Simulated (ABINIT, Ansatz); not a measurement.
**SiC (Moissanite): modes at Γ and the response to a field**

Wanted: the vibrations of SiC (Moissanite) at Γ, by two programs.

Calculated with ABINIT 10.8.3; DFT LDA, scalar-relativistic, plane waves, PseudoDojo norm-conserving pseudopotentials.

Report form: the programs' logs are mostly left out.

## (1) Starting point

Symmetry: P6_3mc, No. 186, hexagonal system. The conventional cell has a = 3.054 Å, b = 3.054 Å, c = 5.012 Å, α = 90.00°, β = 90.00°, γ = 120.00°. Nearest to Si lie 4 C at 1.87 to 1.88 Å. C has 4 Si at 1.87 to 1.88 Å nearest. Farther neighbours are not listed.

As a file:

```cif
data_structure
_symmetry_space_group_name_H-M 'P6_3mc'
_symmetry_Int_Tables_number 186
_cell_length_a 3.0541
_cell_length_b 3.0541
_cell_length_c 5.0125
_cell_angle_alpha 90.000
_cell_angle_beta 90.000
_cell_angle_gamma 120.000
_cell_volume 40.49
loop_
_atom_site_label
_atom_site_type_symbol
_atom_site_symmetry_multiplicity
_atom_site_Wyckoff_symbol
_atom_site_fract_x
_atom_site_fract_y
_atom_site_fract_z
_atom_site_occupancy
Si1 Si 2 b 0.33333 0.66667 0.00460 1
C1 C 2 b 0.33333 0.66667 0.38040 1
```

## (2) Relaxing the cell and atoms

The harmonic expansion needs vanishing forces, and a free crystal bears no stress, so cell and atoms are brought to rest. Stress is more sensitive to the basis than forces are: the last 3 Ha under the cutoff are smoothed with ecutsm, and the cutoff is raised above that of the later runs.

The starting cell comes from a relaxation made beforehand in Ansatz (LDA, PseudoDojo NC).

Contents of relax.abi:

```
# relaxation
ionmov 2
optcell 2
dilatmx 1.08
ntime 40
tolmxf 1.0d-05
tolvrs 1.0d-14
prtwf 0
prtden 0
chksymtnons 0

# basis, mesh and filling
ecut 46.0
ecutsm 3.0
ngkpt 9 9 6
nshiftk 1
shiftk 0.0 0.0 0.0
istwfk *1
occopt 1
nband 8
nstep 100
diemac 9.0
prtebands 0
prtgsr 0
useylm 1

# cell and atoms
acell 3*1.0 Angstrom
rprim 
    3.054131503 0.0 0.0
    -1.527065751 2.644955468 0.0
    0.0 0.0 5.01248693
ntypat 2
znucl 14 6
natom 4
typat 1 1 2 2
xred 
    1/3 2/3 0.0045954583
    2/3 1/3 0.5045954583
    1/3 2/3 0.3804045417
    2/3 1/3 0.8804045417
pp_dirpath "./pseudo"
pseudos "Si.upf, C.upf"
```

On the command line:

```sh
> OMP_NUM_THREADS=1 mpirun -n 4 abinit relax.abi > relax.log
```

It took 43 s on 4 MPI ranks of Arm Neoverse V1, shared host.

Little changed from the start: no atom moved by 0.005 Å and no cell edge by 0.1 %.

Read from the output:

| Property | Result |
| --- | --- |
| volume per atom | 10.12 Å³ |
| pressure | 3.48e-5 GPa |

## (3) Self-consistent run for the response

The response is built on these wavefunctions, so the potential is converged far more tightly than an energy would need. The mesh is shifted off Γ, since shifted meshes converge sums over the zone faster.

Contents of gs.abi:

```
# ground state
tolvrs 1.0d-16
prtden 1
prtwf 1

# basis, mesh and filling
ecut 37.0
ngkpt 9 9 6
nshiftk 1
shiftk 0.0 0.0 0.5
istwfk *1
occopt 1
nband 8
nstep 100
diemac 9.0
prtebands 0
prtgsr 0
useylm 1

# cell and atoms
acell 3*1.0 Angstrom
rprim 
    3.054102987 0.0 0.0
    -1.527051493 2.644930773 0.0
    0.0 0.0 5.012374486
ntypat 2
znucl 14 6
natom 4
typat 1 1 2 2
xred 
    1/3 2/3 0.0045960699
    2/3 1/3 0.5045960699
    1/3 2/3 0.3804039301
    2/3 1/3 0.8804039301
pp_dirpath "./pseudo"
pseudos "Si.upf, C.upf"
```

On the command line:

```sh
> OMP_NUM_THREADS=1 mpirun -n 4 abinit gs.abi > gs.log
```

Elapsed: 8.6 s, on 4 MPI ranks.

This step gave:

| Item | Value |
| --- | --- |
| pressure | -0.3437 GPa |

The cell stands at -0.34 GPa: the relaxation ran with a smoothed and higher cutoff and on another k mesh.

## (4) The gap at rest

Empty bands on the ground state's density check that the gap assumed so far is there in this cell.

Contents of gap.abi:

```
# empty bands on the ground state's density
iscf -2
getden_filepath "gso_DEN"
tolwfr 1.0d-12
nbdbuf 2
prtwf 0

# basis, mesh and filling
ecut 37.0
ngkpt 9 9 6
nshiftk 1
shiftk 0.0 0.0 0.0
istwfk *1
occopt 1
nband 12
nstep 100
diemac 9.0
prtebands 0
prtgsr 0
useylm 1

# cell and atoms
acell 3*1.0 Angstrom
rprim 
    3.054102987 0.0 0.0
    -1.527051493 2.644930773 0.0
    0.0 0.0 5.012374486
ntypat 2
znucl 14 6
natom 4
typat 1 1 2 2
xred 
    1/3 2/3 0.0045960699
    2/3 1/3 0.5045960699
    1/3 2/3 0.3804039301
    2/3 1/3 0.8804039301
pp_dirpath "./pseudo"
pseudos "Si.upf, C.upf"
```

On the command line:

```sh
> OMP_NUM_THREADS=1 mpirun -n 4 abinit gap.abi > gap.log
```

Run time: 8.9 s. Hardware: 4 MPI ranks; 36 s of CPU time.

Read from the output:

* gap on the k-mesh: 2.140 eV

In this cell the gap on the mesh is 2.1 eV, indirect (smallest direct 4.0 eV), so fixed occupations hold.

## (5) Linear response at Γ

The derivative of the wavefunctions by k comes first, since the response to a field is built on it; then the field and the displacements that symmetry doesn't supply are solved at q = 0.

It reads the wavefunctions written in step 3.

Contents of dfpt_gamma.abi:

```
ndtset 2

# common to the responses
getwfk_filepath "gso_WFK"
kptopt 2
nqpt 1
qpt 0.0 0.0 0.0
asr 0
chneut 0

# d/dk
rfelfd1 2
rfdir1 1 1 1
iscf1 -3
tolwfr1 1.0d-20

# displacements, field
rfphon2 1
rfatpol2 1 4
rfdir2 1 1 1
rfelfd2 3
getddk2 1
tolvrs2 1.0d-10
prtwf2 0

# basis, mesh and filling
ecut 37.0
ngkpt 9 9 6
nshiftk 1
shiftk 0.0 0.0 0.5
istwfk *1
occopt 1
nband 8
nstep 100
diemac 9.0
prtebands 0
prtgsr 0
useylm 1

# cell and atoms
acell 3*1.0 Angstrom
rprim 
    3.054102987 0.0 0.0
    -1.527051493 2.644930773 0.0
    0.0 0.0 5.012374486
ntypat 2
znucl 14 6
natom 4
typat 1 1 2 2
xred 
    1/3 2/3 0.0045960699
    2/3 1/3 0.5045960699
    1/3 2/3 0.3804039301
    2/3 1/3 0.8804039301
pp_dirpath "./pseudo"
pseudos "Si.upf, C.upf"
```

On the command line:

```sh
> OMP_NUM_THREADS=1 mpirun -n 4 abinit dfpt_gamma.abi > dfpt_gamma.log
```

The job ended after 4.8 min (4 MPI ranks).

Numbers from this step:

- miss of the charge sum rule: 0.02400 e
- largest acoustic frequency at the zone centre before the sum rule: 0.23 cm⁻¹
- highest optical zone-centre mode (no LO-TO term): 842.9 cm⁻¹
- lowest optical zone-centre mode: 258.9 cm⁻¹
- mean high-frequency dielectric constant: 6.991
- largest Born charge in size (third of the trace): 2.757 e

Born charge (rows field, columns displacement), before the sum rule (e), principal values of the symmetric part by kind of site:

```tsv
atom	atoms with these values	low	middle	high	mean
Si1	2	2.68	2.68	2.88	2.75
C3	2	-2.88	-2.69	-2.69	-2.76
```

In full for C3:

```
-2.69  0.00  0.00
 0.00 -2.69  0.00
 0.00  0.00 -2.88
```

High-frequency dielectric tensor:

```
6.89 0.00 0.00
0.00 6.89 0.00
0.00 0.00 7.19
```

The acoustic modes at Γ come out as far as 0.2 cm⁻¹ from zero, where they should vanish, a small numerical error; the Born charges miss their sum rule by 0.024 e, which is fair.

## (6) Modes with the sum rule

anaddb reads the merged derivatives, imposes the acoustic sum rule and charge neutrality, and adds the LO-TO term along chosen directions.

Contents of anaddb.abi:

```
ddb_filepath "gamma_DDB"
output_file "anaddb.abo"
outdata_prefix "anaddb"
asr 1
chneut 1
enunit 2
eivec 1
nph1l 1
qph1l 0.0 0.0 0.0 1.0
dieflag 1
nph2l 3
qph2l 
    1.0 0.0 0.0 0.0
    0.0 0.0 1.0 0.0
    1.0 1.0 1.0 0.0
```

Contents of mrgddb.in:

```
gamma_DDB
merged
2
dfpt_gammao_DS2_DDB
gso_DDB
```

On the command line:

```sh
> mrgddb < mrgddb.in > mrgddb.log
> OMP_NUM_THREADS=1 anaddb anaddb.abi > anaddb.log
```

Elapsed: 0.51 s, on 1 thread.

This step gave:

```
miss of the charge sum rule          : 0.024 e
mean static dielectric constant      : 10.50
highest mode moved by the LO-TO term : 972.2 cm⁻¹
```

No LO-TO term; unit eigenvectors of the mass-weighted matrix, from anaddb's displacements. Modes at Γ, with each element's share of the kinetic energy:

```tsv
mode	frequency (cm⁻¹)	Si %	C %
1	0.0	70	30
2	0.0	70	30
3	0.0	70	30
4	258.9	74	26
5	258.9	74	26
6	599.0	100	0
7	768.2	26	74
8	768.2	26	74
9	771.4	30	70
10	801.5	30	70
11	801.5	30	70
12	842.9	0	100
```

Displacements in mode 4 (258.9 cm⁻¹), the largest set to 1:
```
Si1  0.42  1.00  0.00
Si2 -0.42 -1.00  0.00
C3  -0.38 -0.91  0.00
C4   0.38  0.91  0.00
```

Displacements in mode 10 (801.5 cm⁻¹), the largest set to 1:
```
Si1  0.18  0.43  0.00
Si2  0.18  0.43  0.00
C3  -0.42 -1.00  0.00
C4  -0.42 -1.00  0.00
```

Static dielectric tensor (ions relaxed, fixed cell):

```
10.14  0.00  0.00
 0.00 10.14  0.00
 0.00  0.00 11.23
```

The rule moves no optical mode by more than 0.1 cm⁻¹.

## (7) A second program

The same cell, potentials and cutoff go through another code, on another k mesh. Its k mesh is centred on Γ.

This step: DFT LDA, scalar-relativistic, plane waves, PseudoDojo norm-conserving pseudopotentials (Ansatz 0.2.0).

Contents of input.yaml:

```yaml
crystal:
  lattice:
    - [3.0541029872, 0.0, 0.0]
    - [-1.5270514933, 2.6449307728, 0.0]
    - [0.0, 0.0, 5.0123744858]
  atoms:
    - { symbol: Si, position: [0.3333333333, 0.6666666667, 0.0045960699] }
    - { symbol: Si, position: [0.6666666667, 0.3333333333, 0.5045960699] }
    - { symbol: C, position: [0.3333333333, 0.6666666667, 0.3804039301] }
    - { symbol: C, position: [0.6666666667, 0.3333333333, 0.8804039301] }
kpoints:
  mp_grid: { grid: [9, 9, 6] }
hamiltonian:
  xc: lda
  pseudopotentials: { kind: nc, accuracy: standard }
scf:
  occupations: { method: fixed }
output:
  eigenvalues: true
basis:
  ecutwfc: 1006.821
phonons:
  method: dfpt
  dielectric: true
  rigid_motions: translations
```

On the command line:

```sh
> ansatz run input.yaml --threads 4 --pin off --max-ram 16384MiB --backend cpu --events-out ev --progress --plain --runs-dir out
```

It took 49 s on 4 threads; peak memory 1.2 GiB.

This step gave:

```
sum-rule residual before enforcement             : 1.04e-5 eV/Å²
miss of the charge sum rule                      : 0.004383 e
estimated error of the dielectric tensor         : 0.02575
estimated error of the Born charges              : 0.01527 e
mean high-frequency dielectric constant          : 6.956
largest Born charge in size (third of the trace) : 2.750 e
mean static dielectric constant                  : 10.46
highest mode moved by the LO-TO term             : 973.0 cm⁻¹
```

Transverse modes. Infrared lines, with heights relative to the strongest:

```tsv
position (cm⁻¹)	label	IR intensity ((D/Å)²/amu), degenerate modes summed, relative
259	E2	0.0
599	B1	0.0
768	E2	0.0
771	A1	58
802	E1	100
843	B1	0.0
```

## (8) The two compared: ABINIT PseudoDojo and Ansatz, PseudoDojo

Worked out from the results:

| Item | Value |
| --- | --- |
| root-mean-square difference | 0.01 cm⁻¹ |
| largest difference | 0.01 cm⁻¹ |

Frequencies side by side, by row:

```tsv
q (reciprocal lattice)	mode	ABINIT PseudoDojo (cm⁻¹)	Ansatz, PseudoDojo (cm⁻¹)
0 0 0	1	0	0
0 0 0	2	0	0
0 0 0	3	0	0
0 0 0	4	258.9	258.9
0 0 0	5	258.9	258.9
0 0 0	6	599	599
0 0 0	7	768.2	768.2
0 0 0	8	768.2	768.2
0 0 0	9	771.4	771.4
0 0 0	10	801.5	801.5
0 0 0	11	801.5	801.5
0 0 0	12	842.9	842.9
```

The two runs side by side. Further quantities:

```tsv
quantity	ABINIT PseudoDojo	Ansatz, PseudoDojo
mean ε∞	6.991	6.956
largest Born charge in size (e; the first before, the second after the charge sum rule)	2.757	2.75
```

At the zone centre the largest difference (acoustic modes at Γ apart) is 0.001 % of the highest mode.

## (9) What came out

```
space group after relaxation                                           : P6_3mc
volume per atom                                                        : 10.1 Å³
highest optical zone-centre mode (no LO-TO term)                       : 842.9 cm⁻¹
lowest optical zone-centre mode                                        : 258.9 cm⁻¹
highest mode moved by the LO-TO term                                   : 972.2 cm⁻¹
mean high-frequency dielectric constant                                : 6.99
largest Born charge in size (third of the trace)                       : 2.76 e
mean static dielectric constant                                        : 10.5
imaginary optical modes at the zone centre (no q mesh in this session) : none
largest difference from Ansatz, PseudoDojo                             : 0.01 cm⁻¹
```

What this shows: At the LDA level the optical modes of SiC (Moissanite) at the zone centre (no LO-TO term) run from 259 to 843 cm⁻¹. The base run prints -0.34 GPa, mostly the error of a finite basis; the relaxation, with a smoothed and higher cutoff, had brought the cell to rest. Along the directions run, the highest mode that the macroscopic field moves lies at 972 cm⁻¹. Lattice motion raises the mean dielectric constant from 6.991 to 10.50. ABINIT PseudoDojo and Ansatz, PseudoDojo agree to 0.01 cm⁻¹ (0.001 % of the highest mode compared) on all solved modes but the acoustic ones at Γ, without the LO-TO term. These are harmonic frequencies at zero temperature: anharmonic shifts and linewidths and thermal expansion are left out. Ansatz warns that the cutoff lies 10 % under the one recommended for these files; agreement at one cutoff is not convergence.

[Host names and launcher messages were left out of these logs when they were recorded.]

[Logs are printed without paths, hosts, clocks, repeated set-up lines and the standing remarks that a program may print on its own settings, such as how far it seeks lower states.]

[Hosts, paths, dates, database ids (printed as entryN), source tags and the programs' standing remarks are cut or masked in the printed files.]
